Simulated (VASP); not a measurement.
# KCl (Sylvite) (Fm-3m) in VASP: notebook, part 2 of 3

VASP 6.6.1. Earlier steps stand in the parts before.

**3. Relaxation of cell and atoms, RPBE, collinear spin, zero start**

Input file INCAR:

```
ALGO     = Normal         # electronic algorithm
EDIFF    = 1E-6           # SCF threshold, eV
EDIFFG   = -0.005         # ionic threshold
ENCUT    = 600            # plane-wave cutoff, eV
GGA      = RP             # functional
IBRION   = 2              # ionic algorithm
ISIF     = 3              # what is computed and relaxed
ISMEAR   = 0              # smearing method
ISPIN    = 2              # spin polarisation
LASPH    = T              # aspherical terms in the spheres
LCHARG   = F              # write CHGCAR
LORBIT   = 11             # projections on sites
LREAL    = F              # projectors in reciprocal space
LWAVE    = F              # write WAVECAR
MAGMOM   = 0 0            # initial moments
NELM     = 150            # most SCF steps
NSW      = 80             # ionic steps
PREC     = Accurate       # precision mode
SIGMA    = 0.1            # smearing width, eV
```

Input file KPOINTS:

```
k-points
0
Gamma
  7 7 7
```

Input file POSCAR:

```
KCl
1.0
    0.0000000000      3.1464700000      3.1464700000
    3.1464700000      0.0000000000      3.1464700000
    3.1464700000      3.1464700000      0.0000000000
K Cl
1 1
Direct
    0.0000000000      0.0000000000      0.0000000000
    0.5000000000      0.5000000000      0.5000000000
```

Potentials or basis: VASP PAW PBE potentials, release 64 (K_sv, Cl).

Run with:

```console
> cat potpaw_PBE.64/K_sv/POTCAR potpaw_PBE.64/Cl/POTCAR > POTCAR
> mpirun -np 1 vasp_std > vasp.out
```

OUTCAR:

```text
EDIFF = 1E-6
   EDIFFG = -0.005
   ENCUT = 600
   GGA = RP
   IBRION = 2
   ISIF = 3
   ISMEAR = 0
   ISPIN = 2
   LASPH = T
   LORBIT = 11
   LREAL = F
   NELM = 150
   NSW = 80
   PREC = Accurate

 ion  position               nearest neighbor table
   1  0.000  0.000  0.000-   2 3.15   2 3.15   2 3.15   2 3.15   2 3.15   2 3.15
   2  0.500  0.500  0.500-   1 3.15   1 3.15   1 3.15   1 3.15   1 3.15   1 3.15

  LATTYP: Found a face centered cubic cell.
 ALAT       =     6.2929400000

  Lattice vectors:

 A1 = (   0.0000000000,   3.1464700000,   3.1464700000)
 A2 = (   3.1464700000,   0.0000000000,   3.1464700000)
 A3 = (   3.1464700000,   3.1464700000,   0.0000000000)

Analysis of symmetry for initial positions (statically):
=====================================================================
 Subroutine PRICEL returns:
 Original cell was already a primitive cell.

 Routine SETGRP: Setting up the symmetry group for a
 face centered cubic supercell.

 Subroutine GETGRP returns: Found 48 space group operations
 (whereof 48 operations were pure point group operations)
 out of a pool of 48 trial point group operations.

The static configuration has the point symmetry O_h .

Analysis of symmetry for dynamics (positions and initial velocities):
=====================================================================
 Subroutine PRICEL returns:
 Original cell was already a primitive cell.

 Routine SETGRP: Setting up the symmetry group for a
 face centered cubic supercell.

 Subroutine GETGRP returns: Found 48 space group operations
 (whereof 48 operations were pure point group operations)
 out of a pool of 48 trial point group operations.

The dynamic configuration has the point symmetry O_h .

Analysis of structural, dynamic, and magnetic symmetry:
=====================================================================
 Subroutine PRICEL returns:
 Original cell was already a primitive cell.

 Routine SETGRP: Setting up the symmetry group for a
 face centered cubic supercell.

 Subroutine GETGRP returns: Found 48 space group operations
 (whereof 48 operations were pure point group operations)
 out of a pool of 48 trial point group operations.

[... 147 lines left out ...]

------------------------ aborting loop because EDIFF is reached ----------------------------------------

  FORCE on cell =-STRESS in cart. coord.  units (eV):
  Direction    XX          YY          ZZ          XY          YZ          ZX
  --------------------------------------------------------------------------------------
  -------------------------------------------------------------------------------------
  Total        0.9409307      0.9409307      0.9409307      0.0000000      0.0000000     -0.0000000
  in kB       24.1973285     24.1973285     24.1973285      0.0000000      0.0000000     -0.0000000
  external PRESSURE =      24.1973285 kB  Pullay stress =       0.0000000 kB
[... 139 lines left out ...]
 number of electron      16.0000002 magnetization      -0.0000000

 number of electron      16.0000002 magnetization       0.0000000

 Free energy of the ion-electron system (eV)
  ---------------------------------------------------
  ext. energy  EPLUGINS =         0.00000000
  ---------------------------------------------------
  free energy    TOTEN  =        -6.51500323 eV

  energy without entropy =       -6.51500323  energy(sigma->0) =       -6.51500323

 E-fermi :  -1.7670     XC(G=0):  -6.6407

 val. band max:       -2.1862570737   @ k =   0.0000   0.0000   0.0000
 cond. band min:       2.8932660276   @ k =   0.0000   0.0000   0.0000
 fundamental gap:      5.0795231013
 Fermi energy:        -1.7670292491

 spin component 1

 k-point     1 :       0.0000    0.0000    0.0000
  band No.  band energies     occupation
      1     -29.8623      1.00000
      2     -14.1675      1.00000
      3     -13.2751      1.00000
      4     -13.2751      1.00000
      5     -13.2751      1.00000
      6      -2.1863      1.00000
      7      -2.1863      1.00000
      8      -2.1863      1.00000
      9       2.8933      0.00000
     10       6.2582      0.00000
     11       6.2582      0.00000
     12       6.2582      0.00000
[... 271 lines left out ...]
 k-point    20 :      -0.2857    0.4286    0.1429
  band No.  band energies     occupation
      1     -29.8561      1.00000
      2     -14.1918      1.00000
      3     -13.3316      1.00000
      4     -13.3119      1.00000
      5     -13.1973      1.00000
      6      -2.6288      1.00000
      7      -2.5919      1.00000
      8      -2.4614      1.00000
      9       5.5957      0.00000
     10       6.1809      0.00000
     11       6.9046      0.00000
     12       7.3247      0.00000
 Fermi energy:        -1.7670292491

 spin component 2

 k-point     1 :       0.0000    0.0000    0.0000
  band No.  band energies     occupation
      1     -29.8623      1.00000
      2     -14.1676      1.00000
      3     -13.2751      1.00000
      4     -13.2751      1.00000
      5     -13.2751      1.00000
      6      -2.1863      1.00000
      7      -2.1863      1.00000
      8      -2.1863      1.00000
      9       2.8933      0.00000
     10       6.2582      0.00000
     11       6.2582      0.00000
     12       6.2582      0.00000
[... 312 lines left out ...]
  FREE ENERGIE OF THE ION-ELECTRON SYSTEM (eV)
  ---------------------------------------------------
  free  energy   TOTEN  =        -6.5150032253 eV

  energy  without entropy=       -6.5150032253  energy(sigma->0) =       -6.51500323

 reached required accuracy - stopping structural energy minimisation

 total charge

# of ion       s       p       d       tot
------------------------------------------
    1        1.956   5.615   0.017   7.588
    2        1.592   3.581   0.000   5.173
--------------------------------------------------
tot          3.548   9.197   0.017  12.761

 magnetization (x)

# of ion       s       p       d       tot
------------------------------------------
    1        0.000   0.000  -0.000   0.000
    2       -0.000   0.000   0.000   0.000
--------------------------------------------------
tot          0.000   0.000  -0.000   0.000
```

It took 3.9 min on 1 thread of AMD EPYC 7R43 (Zen 3), shared host; peak memory 0.22 GiB.

What came out:

| Quantity | Value |
| --- | --- |
| Free energy | -6.5150 eV |
| Relaxed volume | 35.67 Å³/atom |
| Relaxed cell | a = 4.655 Å, b = 4.655 Å, c = 4.655 Å, α = 60.00°, β = 60.00°, γ = 60.00° |
| Space group after relaxing (to 0.05 Å) | Fm-3m (No. 225) |
| Energy gained by relaxing | 30.1 meV/atom |
| Ionic steps | 5 |
| Pressure after relaxing | 0.0 GPa |
| Band gap on the k mesh | 5.08 eV, direct |
| Net moment | 0.00 μB per cell |
| Valence electrons inside the program's atomic spheres | K 7.59; Cl 5.17 |

Step by step:
```tsv
step	energy change (eV)	largest force (eV/Å)	pressure (GPa)	volume (Å³)
1	0.0000	0.0000	2.42	62.30
2	-0.0458	0.0000	1.04	66.64
3	-0.0565	0.0000	-0.44	73.96
4	-0.0601	0.0000	-0.04	71.58
5	-0.0602	0.0000	0.00	71.34
```

Final structure:
```cif
data_structure
_symmetry_space_group_name_H-M 'P 1'
_symmetry_Int_Tables_number 1
_cell_length_a 4.6554
_cell_length_b 4.6554
_cell_length_c 4.6554
_cell_angle_alpha 60.000
_cell_angle_beta 60.000
_cell_angle_gamma 60.000
_cell_volume 71.34
loop_
_atom_site_label
_atom_site_type_symbol
_atom_site_fract_x
_atom_site_fract_y
_atom_site_fract_z
_atom_site_occupancy
K1 K 0.00000 0.00000 0.00000 1
Cl1 Cl 0.50000 0.50000 0.50000 1
```

Caveat: the PAW data sets were made with another functional, which shifts forces and pressure a little; the volume moved by +15 % from the deposited cell, more than functionals usually miss.

**4. Single point, PBEsol**

Input file INCAR:

```
SYSTEM = KCl
PREC     = Accurate       ! precision mode
ENCUT    = 520            ! plane-wave cutoff, eV
EDIFF    = 1E-6           ! SCF threshold, eV
ISMEAR   = 0              ! smearing method
SIGMA    = 0.01           ! smearing width, eV
LREAL    = .FALSE.        ! projectors in reciprocal space
LASPH    = .TRUE.         ! aspherical terms in the spheres
NELM     = 100            ! most SCF steps
ALGO     = Normal         ! electronic algorithm
ISIF     = 2              ! what is computed and relaxed
LWAVE    = .FALSE.        ! write WAVECAR
LCHARG   = .FALSE.        ! write CHGCAR
GGA      = PS             ! functional
NBANDS   = 15             ! bands
```

Input file KPOINTS:

```
Automatic mesh
0
G
  8 8 8
  0 0 0
```

POSCAR is that of step 3.

Potentials or basis: VASP PAW PBE potentials, release 64 (K_sv, Cl).

Run with:

```console
> cat potpaw_PBE.64/K_sv/POTCAR potpaw_PBE.64/Cl/POTCAR > POTCAR
> mpirun -np 1 vasp_std > vasp.out
```

OUTCAR:

```text
SYSTEM = KCl
   PREC = Accurate
   ENCUT = 520
   EDIFF = 1E-6
   ISMEAR = 0
   LREAL = .FALSE.
   LASPH = .TRUE.
   NELM = 100
   ISIF = 2
   GGA = PS

 ion  position               nearest neighbor table
   1  0.000  0.000  0.000-   2 3.15   2 3.15   2 3.15   2 3.15   2 3.15   2 3.15
   2  0.500  0.500  0.500-   1 3.15   1 3.15   1 3.15   1 3.15   1 3.15   1 3.15

  LATTYP: Found a face centered cubic cell.
 ALAT       =     6.2929400000

  Lattice vectors:

 A1 = (   0.0000000000,   3.1464700000,   3.1464700000)
 A2 = (   3.1464700000,   0.0000000000,   3.1464700000)
 A3 = (   3.1464700000,   3.1464700000,   0.0000000000)

Analysis of symmetry for initial positions (statically):
=====================================================================
 Subroutine PRICEL returns:
 Original cell was already a primitive cell.

 Routine SETGRP: Setting up the symmetry group for a
 face centered cubic supercell.

 Subroutine GETGRP returns: Found 48 space group operations
 (whereof 48 operations were pure point group operations)
 out of a pool of 48 trial point group operations.

The static configuration has the point symmetry O_h .

Analysis of symmetry for dynamics (positions and initial velocities):
[... 180 lines left out ...]
     12       6.3892      0.00000
     13       7.2746      0.00000
     14       7.2746      0.00000
[... 401 lines left out ...]
      2     -14.0908      2.00000
      3     -12.5333      2.00000
      4     -12.5107      2.00000
      5     -12.3291      2.00000
      6      -2.7712      2.00000
      7      -2.3188      2.00000
      8      -2.2458      2.00000
      9       5.7997      0.00000
     10       6.3182      0.00000
     11       8.0727      0.00000
     12       8.1781      0.00000
     13       8.9852      0.00000
     14       9.8461      0.00000
     15       9.8871      0.00000

 [... further k-points ...]

------------------------ aborting loop because EDIFF is reached ----------------------------------------

  FORCE on cell =-STRESS in cart. coord.  units (eV):
  Direction    XX          YY          ZZ          XY          YZ          ZX
  --------------------------------------------------------------------------------------
  -------------------------------------------------------------------------------------
  Total       -0.1456754     -0.1456754     -0.1456754     -0.0000000     -0.0000000      0.0000000
  in kB       -3.7462429     -3.7462429     -3.7462429     -0.0000000     -0.0000000      0.0000000
  external PRESSURE =      -3.7462429 kB  Pullay stress =       0.0000000 kB

 VOLUME and BASIS-vectors are now :
 -----------------------------------------------------------------------------
  energy-cutoff  :      520.00
  volume of cell :       62.30
      direct lattice vectors                 reciprocal lattice vectors
     0.000000000  3.146470000  3.146470000    -0.158908237  0.158908237  0.158908237
     3.146470000  0.000000000  3.146470000     0.158908237 -0.158908237  0.158908237
     3.146470000  3.146470000  0.000000000     0.158908237  0.158908237 -0.158908237

 POSITION                                       TOTAL-FORCE (eV/Angst)
 -----------------------------------------------------------------------------------
      0.00000      0.00000      0.00000         0.000000     -0.000000     -0.000000
      3.14647      3.14647      3.14647        -0.000000      0.000000      0.000000
 -----------------------------------------------------------------------------------
    total drift:                                0.000000      0.000000      0.000000

  FREE ENERGIE OF THE ION-ELECTRON SYSTEM (eV)
  ---------------------------------------------------
  free  energy   TOTEN  =        -7.0220419689 eV

  energy  without entropy=       -7.0220419689  energy(sigma->0) =       -7.02204197
```

OSZICAR:

```text
N       E                     dE             d eps       ncg     rms          rms(c)
DAV:   1     0.101753142046E+03    0.10175E+03   -0.71633E+03   870   0.955E+02
DAV:   2    -0.954734443489E+00   -0.10271E+03   -0.94278E+02  1124   0.237E+02
DAV:   3    -0.705199176837E+01   -0.60973E+01   -0.60692E+01  1185   0.511E+01
DAV:   4    -0.726963146514E+01   -0.21764E+00   -0.21758E+00  1344   0.895E+00
DAV:   5    -0.727137201822E+01   -0.17406E-02   -0.17405E-02  1220   0.876E-01    0.321E+00
DAV:   6    -0.702468780753E+01    0.24668E+00   -0.35130E-01  1094   0.316E+00    0.263E+00
DAV:   7    -0.701086942858E+01    0.13818E-01   -0.79609E-02  1185   0.168E+00    0.152E+00
DAV:   8    -0.702092844442E+01   -0.10059E-01   -0.15485E-02  1150   0.902E-01    0.188E-01
DAV:   9    -0.702148043112E+01   -0.55199E-03   -0.77161E-04  1136   0.177E-01    0.938E-02
DAV:  10    -0.702203082036E+01   -0.55039E-03   -0.55195E-04   926   0.144E-01    0.238E-02
DAV:  11    -0.702203897588E+01   -0.81555E-05   -0.23196E-05  1233   0.288E-02    0.153E-02
DAV:  12    -0.702204191762E+01   -0.29417E-05   -0.68485E-06   947   0.142E-02    0.641E-03
DAV:  13    -0.702204196890E+01   -0.51278E-07   -0.56739E-07   806   0.507E-03
   1 F= -.70220420E+01 E0= -.70220420E+01  d E =-.354269E-16
```

stdout:

```text
POSCAR found type information on POSCAR K Cl
 POSCAR found :  2 types and       2 ions
 scaLAPACK will be used
 -----------------------------------------------------------------------------
|                                                                             |
|                                                                             |
|     You enforced a specific xc type in the INCAR file but a different       |
|     I HOPE YOU KNOW WHAT YOU ARE DOING!                                     |
|                                                                             |
 -----------------------------------------------------------------------------

 LDA part: xc-table for (Slater+PW92), standard interpolation
 POSCAR, INCAR and KPOINTS ok, starting setup
 FFT: planning ... GRIDC
 FFT: planning ... GRID_SOFT
 FFT: planning ... GRID
 WAVECAR not read
 entering main loop
```

It took 21 s on 1 thread of AMD EPYC 9R45 (Zen 5), shared host; peak memory 0.17 GiB.

Results:

| Item | Value |
| --- | --- |
| Free energy | -7.0220 eV |
| Pressure | -0.4 GPa |
| Band gap on the k mesh | 5.02 eV, direct |

Caveat: the PAW data sets were made with another functional, which shifts forces and pressure a little.

**5. Single point, r2SCAN**

POSCAR is that of step 4.

Input file INCAR.step1:

```
PREC = Accurate
ENCUT = 520
ISMEAR = 0
SIGMA = 0.01
LREAL = F
LASPH = T
NELM = 80
NBANDS = 15
GGA = PE
ALGO = Normal
EDIFF = 1E-4
LWAVE = T
LCHARG = F
```

Input file INCAR.step2:

```
PREC = Accurate
ENCUT = 520
EDIFF = 1E-7
ISMEAR = 0
SIGMA = 0.01
LREAL = F
LASPH = T
NELM = 80
ALGO = Normal
ISIF = 2
LWAVE = F
LCHARG = F
METAGGA = R2SCAN
LMIXTAU = T
NBANDS = 15
ISTART = 1
```

Input file KPOINTS:

```
Automatic mesh
0
Gamma
  8 8 8
```

Run with:

```console
> cat potpaw_PBE.64/K_sv/POTCAR potpaw_PBE.64/Cl/POTCAR > POTCAR
> cp INCAR.step1 INCAR
> mpirun -np 1 vasp_std > vasp.out
> cp INCAR.step2 INCAR
> mpirun -np 1 vasp_std > vasp.out
```

Wall time 2 min (1 thread of AMD EPYC 9R45 (Zen 5), shared host); peak memory 0.19 GiB.

Results (log left out):

| Item | Value |
| --- | --- |
| Free energy | -16.5065 eV |
| Pressure | 0.0 GPa |
| Band gap on the k mesh | 5.83 eV, direct |

Levels at points of the mesh, in eV from the valence-band top:
```csv
k point,band 4,band 5,band 6,band 7,band 8,band 9,band 10,band 11,band 12,band 13
"(0.00, 0.00, 0.00)",-10.96,-10.96,0.00,0.00,0.00,5.83,9.03,9.03,9.03,10.08
"(0.50, 0.00, 0.00)",-10.97,-10.74,-1.05,-0.32,-0.32,8.13,9.24,11.32,11.32,12.18
"(0.50, 0.50, 0.00)",-11.01,-11.01,-0.67,-0.23,-0.23,7.03,9.22,10.69,11.11,11.56
```

Caveat: the PAW data sets were made with another functional, which shifts forces and pressure a little.

[end of part 2 of 3]
